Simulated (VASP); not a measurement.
# TiO2 (Anatase) (I4_1/amd) in VASP: a series of runs

The runs below take TiO2 (Anatase) through single point, with PBE.

All numbers are computed with VASP 6.6.1; they aren't measurements. Logs are shortened: lines on timing, memory, paths and dates and some standing lists are left out, and cuts for length are marked.

## (1) The structure

It takes space group I4_1/amd (No. 141, tetragonal). Conventional cell: a = 3.784 Å, b = 3.784 Å, c = 9.515 Å, α = 90.00°, β = 90.00°, γ = 90.00°. Ti (site symmetry -4m2) has 6 O at 1.93 to 1.98 Å as nearest neighbours. Around O (site symmetry 2mm) lie 3 Ti at 1.93 to 1.98 Å.

## (2) Single point, PBE

Contents of INCAR:

```
SYSTEM = TiO2
ADDGRID = .FALSE.
ALGO = Normal
EDIFF = 1E-7
ENCUT = 460
GGA = PE
ISIF = 2
ISMEAR = 0
LASPH = .TRUE.
LCHARG = .FALSE.
LREAL = Auto
LWAVE = .FALSE.
NELM = 100
PREC = Accurate
SIGMA = 0.05
```

Contents of KPOINTS:

```
k-points
0
G
  5 5 5
  0 0 0
```

Contents of POSCAR:

```
TiO2
1.0
   -1.8921000000      1.8921000000      4.7573000000
    1.8921000000     -1.8921000000      4.7573000000
    1.8921000000      1.8921000000     -4.7573000000
Ti O
2 4
Direct
    0.7634100000      0.2505420000      0.5022120000
    0.0240310000     -0.0225460000     -0.0109780000
    0.8032660000      0.7916050000      0.0039110000
    0.5255800000      0.0234350000      0.4817660000
    0.9615640000      0.4693800000      0.5068500000
    0.1853180000      0.2146180000     -0.0384270000
```

Potentials or basis: VASP PAW PBE potentials, release 64 (Ti, O).

Launch:

```
> cat potpaw_PBE.64/Ti/POTCAR potpaw_PBE.64/O/POTCAR > POTCAR
> mpirun -np 1 vasp_std > vasp.out
```

OUTCAR:

```text
SYSTEM = TiO2
   EDIFF = 1E-7
   ENCUT = 460
   GGA = PE
   ISIF = 2
   ISMEAR = 0
   LASPH = .TRUE.
   LREAL = Auto
   NELM = 100
   PREC = Accurate

 Found     63 irreducible k-points:

 Following reciprocal coordinates:
            Coordinates               Weight
  0.000000  0.000000  0.000000      1.000000
  0.200000 -0.000000  0.000000      2.000000
 -0.000000  0.200000  0.000000      2.000000
 -0.000000  0.200000 -0.200000      2.000000
  0.200000 -0.000000 -0.200000      2.000000
  0.400000  0.000000  0.000000      2.000000
   k-points           NKPTS =     63   k-points in BZ     NKDIM =     63   number of bands    NBANDS=     20
   number of dos      NEDOS =    301   number of ions     NIONS =      6
   total plane-waves  NPLWV =  64000
   dimension x,y,z NGX =    40 NGY =   40 NGZ =   40
   dimension x,y,z NGXF=    80 NGYF=   80 NGZF=   80
   ions per type =               2   4
   NGX,Y,Z   is equivalent  to a cutoff of  12.18, 12.18, 12.18 a.u.
   NGXF,Y,Z  is equivalent  to a cutoff of  24.37, 24.37, 24.37 a.u.
 SYSTEM =  TiO2
   PREC   = accura    normal or accurate (medium, high low for compatibility)
   ISTART =      0    job   : 0-new  1-cont  2-samecut
   ICHARG =      2    charge: 1-file 2-atom 10-const
   ISPIN  =      1    spin polarized calculation?
   LNONCOLLINEAR =      F non collinear calculations
   LSORBIT =      F    spin-orbit coupling
   LASPH  =      T    aspherical Exc in radial PAW
   ENCUT  =  460.0 eV  33.81 Ry    5.81 a.u.   9.55  9.55  9.55*2*pi/ulx,y,z
   NELM   =    100;   NELMIN=  2; NELMDL= -5     # of ELM steps
   EDIFF  = 0.1E-06   stopping-criterion for ELM
   LREAL  =      T    real-space projection
   EDIFFG = 0.1E-05   stopping-criterion for IOM
   NSW    =      0    number of steps for IOM
   IBRION =     -1    ionic relax: 0-MD 1-quasi-New 2-CG
   NFREE  =      0    steps in history (QN), initial steepest desc. (CG)
   ISIF   =      2    stress and relaxation
   ISYM   =      2    0-nonsym 1-usesym 2-fastsym
   POTIM  = 0.5000    time-step for ionic-motion
   TEBEG  =    0.0;   TEEND  =   0.0 temperature during run
   PSTRESS=    0.0 pullay stress
   NELECT =      32.0000    total number of electrons
   NUPDOWN=      -1.0000    fix difference up-down
   EMIN   =  10.00;   EMAX   =-10.00  energy-range for DOS
   EFERMI =   0.00;   METHOD = LEGACY
   ISMEAR =     0;   SIGMA  =   0.05  broadening in eV -4-tet -1-fermi 0-gaus
   EFERMI_NEDOS =   21; number of points for ismear=-14 and -15
   IALGO  =     38    algorithm
   IMIX   =      4    mixing-type and parameters
     AMIX     =   0.40;   BMIX     =  1.00
     AMIX_MAG =   1.60;   BMIX_MAG =  1.00
  volume/ion in A,a.u.               =      11.35        76.62
  Fermi-wavevector in a.u.,A,eV,Ry     =   1.272590  2.404847 22.034444  1.619486
  Thomas-Fermi vector in A             =   2.405460
   LORBIT       =      0    0 simple, 1 ext, 2 COOP (PROOUT), +10 PAW based schemes
   GGA     = PE    functional components
   LHFCALC =     F    Hartree Fock is set to
   AEXX    =    0.0000 exact exchange contribution
   IVDW    =     0    specifies the selected vdW correction
   LEPSILON=     F    determine dielectric tensor
   LRPA    =     F    only Hartree local field effects (RPA)
 non-spin polarized calculation
 Gauss-broadening in eV      SIGMA  =   0.05
  energy-cutoff  :      460.00
  volume of cell :       68.13
 maximum number of plane-waves:      1547
 NGX is ok and might be reduce to    40
   NGX = 19   NGY = 19   NGZ = 19

 number of electron      32.0000003 magnetization

 Free energy of the ion-electron system (eV)
  ---------------------------------------------------
  ext. energy  EPLUGINS =         0.00000000
  ---------------------------------------------------
  free energy    TOTEN  =       -52.51245815 eV

  energy without entropy =      -52.51245815  energy(sigma->0) =      -52.51245815

 E-fermi :   1.0555     XC(G=0): -10.5288

 val. band max:        0.7800455242   @ k =   0.0000   0.0000  -0.4000
 cond. band min:       2.9959545512   @ k =   0.0000   0.0000   0.0000
 fundamental gap:      2.2159090270
 Fermi energy:         1.0555476044

 k-point     1 :       0.0000    0.0000    0.0000
  band No.  band energies     occupation
      1     -16.9496      2.00000
      2     -16.0536      2.00000
      3     -15.8427      2.00000
      4     -15.5293      2.00000
      5      -3.1881      2.00000
      6      -3.0602      2.00000
[... 12 lines left out ...]
     19       4.2134      0.00000
     20       4.4020      0.00000

 k-point     2 :       0.2000   -0.0000    0.0000
  band No.  band energies     occupation
      1     -16.7743      2.00000
      2     -15.9664      2.00000
      3     -15.7568      2.00000
      4     -15.5040      2.00000
      5      -3.3668      2.00000
      6      -3.1748      2.00000
[... 12 lines left out ...]
     19       3.9160      0.00000
     20       4.2927      0.00000

 k-point     3 :      -0.0000    0.2000    0.0000
  band No.  band energies     occupation
      1     -16.7687      2.00000
      2     -15.9958      2.00000
      3     -15.7898      2.00000
      4     -15.4999      2.00000
      5      -3.6313      2.00000
      6      -3.1085      2.00000
[... 12 lines left out ...]
     19       3.8955      0.00000
     20       4.1805      0.00000

 k-point     4 :      -0.0000    0.2000   -0.2000
  band No.  band energies     occupation
      1     -16.7683      2.00000
      2     -15.9684      2.00000
      3     -15.7614      2.00000
      4     -15.5041      2.00000
      5      -3.3720      2.00000
      6      -3.2071      2.00000
[... 12 lines left out ...]
     19       3.8926      0.00000
     20       4.2935      0.00000

 k-point     5 :       0.2000   -0.0000   -0.2000
  band No.  band energies     occupation
      1     -16.7718      2.00000
      2     -15.9946      2.00000
      3     -15.7870      2.00000
      4     -15.5006      2.00000
      5      -3.6146      2.00000
      6      -3.1386      2.00000
[... 12 lines left out ...]
     19       3.9340      0.00000
     20       4.1397      0.00000

 k-point     6 :       0.4000    0.0000    0.0000
  band No.  band energies     occupation
      1     -16.5039      2.00000
      2     -15.7850      2.00000
      3     -15.6425      2.00000
      4     -15.4242      2.00000
      5      -3.9048      2.00000
      6      -3.3870      2.00000
[... 12 lines left out ...]
     19       4.2662      0.00000
     20       4.5781      0.00000

 [... further k-points ...]

------------------------ aborting loop because EDIFF is reached ----------------------------------------

  FORCE on cell =-STRESS in cart. coord.  units (eV):
  Direction    XX          YY          ZZ          XY          YZ          ZX
  --------------------------------------------------------------------------------------
  -------------------------------------------------------------------------------------
  Total        5.2994002      7.5754961      1.1099245      0.1873661      0.3614774      0.4124104
  in kB      124.6317226    178.1611297     26.1032945      4.4064916      8.5012543      9.6991008
  external PRESSURE =     109.6320489 kB  Pullay stress =       0.0000000 kB

 VOLUME and BASIS-vectors are now :
 -----------------------------------------------------------------------------
  energy-cutoff  :      460.00
  volume of cell :       68.13
      direct lattice vectors                 reciprocal lattice vectors
    -1.892100000  1.892100000  4.757300000     0.000000000  0.264256646  0.105101633
     1.892100000 -1.892100000  4.757300000     0.264256646  0.000000000  0.105101633
     1.892100000  1.892100000 -4.757300000     0.264256646  0.264256646  0.000000000

 POSITION                                       TOTAL-FORCE (eV/Angst)
 -----------------------------------------------------------------------------------
     -0.02016      1.92063      2.43450         0.092430     -1.693499      0.031809
      3.67530      0.06736      0.05929         1.315318     -0.985076     -0.406928
     -0.01466      0.02946      7.56867         0.151526     -0.551731     -0.024731
     -0.03856      1.86166      0.31992         0.274161      0.588543      1.247998
      0.02775      1.89027      4.39619        -1.813304     -0.239600      0.138347
      1.87483      1.76395     -2.67188        -0.020130      2.881362     -0.986496
 -----------------------------------------------------------------------------------
    total drift:                                0.000984     -0.000680      0.000512

  FREE ENERGIE OF THE ION-ELECTRON SYSTEM (eV)
  ---------------------------------------------------
  free  energy   TOTEN  =       -52.5124581530 eV

  energy  without entropy=      -52.5124581530  energy(sigma->0) =      -52.51245815
```

stdout:

```text
POSCAR found type information on POSCAR TiO
 POSCAR found :  2 types and       6 ions
 scaLAPACK will be used
 -----------------------------------------------------------------------------
|                                                                             |
|                                                                             |
|     You have a (more or less) 'small supercell' and for smaller cells       |
|     it is recommended to use the reciprocal-space projection scheme!        |
|     The real-space optimization is not efficient for small cells and it     |
|     is also less accurate ...                                               |
|     Therefore, set LREAL=.FALSE. in the INCAR file.                         |
|                                                                             |
 -----------------------------------------------------------------------------

 LDA part: xc-table for (Slater+PW92), standard interpolation
 POSCAR, INCAR and KPOINTS ok, starting setup
 FFT: planning ... GRIDC
 FFT: planning ... GRID_SOFT
 FFT: planning ... GRID
 WAVECAR not read
 entering main loop
```

It took 4 min on 1 thread of Intel Xeon Platinum 8488C (Sapphire Rapids), shared host; peak memory 0.24 GiB.

These settings aren't checked as converged: the numbers below hold their error.

Results:

- Free energy: -52.5125 eV
- Pressure: 11.0 GPa
- Largest force: 3.046 eV/Å
- Band gap on the k mesh: 2.22 eV, indirect (least direct gap 2.63 eV)

Caveat: the k mesh is coarse (spacing up to 0.47 Å⁻¹), so the values aren't converged; the cutoff is under 1.25 times the usual one of these potentials, so pressure, stress and relaxed cells hold a basis-set (Pulay) error; an odd mesh through Γ misses points on the zone boundary, where band edges often lie.

## (3) Single point, PBE

INCAR, as its differences from that of step 2:

```diff
@@ -3,3 +3,3 @@
 ALGO = Normal
-EDIFF = 1E-7
+EDIFF = 0.01
 ENCUT = 460
@@ -10,3 +10,3 @@
 LCHARG = .FALSE.
-LREAL = Auto
+LREAL = .FALSE.
 LWAVE = .FALSE.
```

KPOINTS is that of step 2.

Contents of POSCAR:

```
TiO2
1.0
   -1.8921000000      1.8921000000      4.7573000000
    1.8921000000     -1.8921000000      4.7573000000
    1.8921000000      1.8921000000     -4.7573000000
Ti O
2 4
Direct
    0.7500000000      0.2500000000      0.5000000000
    0.0000000000      0.0000000000      0.0000000000
    0.7919000000      0.7919000000      0.0000000000
    0.5419000000      0.0419000000      0.5000000000
    0.9581000000      0.4581000000      0.5000000000
    0.2081000000      0.2081000000      0.0000000000
```

Potentials or basis: VASP PAW PBE potentials, release 64 (Ti, O).

Launch:

```
> cat potpaw_PBE.64/Ti/POTCAR potpaw_PBE.64/O/POTCAR > POTCAR
> mpirun -np 1 vasp_std > vasp.out
```

Run time: 21 s. Hardware: 1 thread of Intel Xeon Platinum 8488C (Sapphire Rapids), shared host; peak memory 0.23 GiB.

These settings aren't checked as converged: the numbers below hold their error.

What came out:

| Quantity | Value |
| --- | --- |
| Free energy | -52.9274 eV |
| Pressure | 9.8 GPa |
| Largest force | 0.144 eV/Å |
| Band gap on the k mesh | 1.96 eV, indirect (least direct gap 2.28 eV) |

Caveat: the k mesh is coarse (spacing up to 0.47 Å⁻¹), so the values aren't converged; the cutoff is under 1.25 times the usual one of these potentials, so pressure, stress and relaxed cells hold a basis-set (Pulay) error; an odd mesh through Γ misses points on the zone boundary, where band edges often lie.

## (4) Single point, PBE

INCAR is that of step 3.

KPOINTS is that of step 3.

Contents of POSCAR:

```
TiO2
1.0
   -1.8921000000      1.8921000000      4.7573000000
    1.8921000000     -1.8921000000      4.7573000000
    1.8921000000      1.8921000000     -4.7573000000
Ti O
2 4
Direct
    0.7634100000      0.2505420000      0.5022120000
    0.0240310000     -0.0225460000     -0.0109780000
    0.8032660000      0.7916050000      0.0039110000
    0.5255800000      0.0234350000      0.4817660000
    0.9615640000      0.4693800000      0.5068500000
    0.1853180000      0.2146180000     -0.0384270000
```

Launch:

```
> cat potpaw_PBE.64/Ti/POTCAR potpaw_PBE.64/O/POTCAR > POTCAR
> mpirun -np 1 vasp_std > vasp.out
```

It took 59 s on 1 thread of Intel Xeon Platinum 8488C (Sapphire Rapids), shared host; peak memory 0.26 GiB.

These settings aren't checked as converged: the numbers below hold their error.

What came out:

```
Free energy            : -52.5124 eV
Pressure               : 14.1 GPa
Largest force          : 3.040 eV/Å
Band gap on the k mesh : 2.22 eV, indirect (least direct gap 2.64 eV)
```

Caveat: the k mesh is coarse (spacing up to 0.47 Å⁻¹), so the values aren't converged; the cutoff is under 1.25 times the usual one of these potentials, so pressure, stress and relaxed cells hold a basis-set (Pulay) error; an odd mesh through Γ misses points on the zone boundary, where band edges often lie.

## (5) For comparison

An earlier run on the cell as given: functional PBEsol; potentials or basis VASP PAW PBE potentials, release 64 (Ti_sv, O); cutoff 520 eV; k mesh 10 × 10 × 10; occupations fermi-dirac, width 0.05 eV; no spin polarisation.

- Pressure: -0.4 GPa
- Largest force: 0.012 eV/Å
- Band gap on the k mesh: 2.06 eV, indirect (least direct gap 2.40 eV)
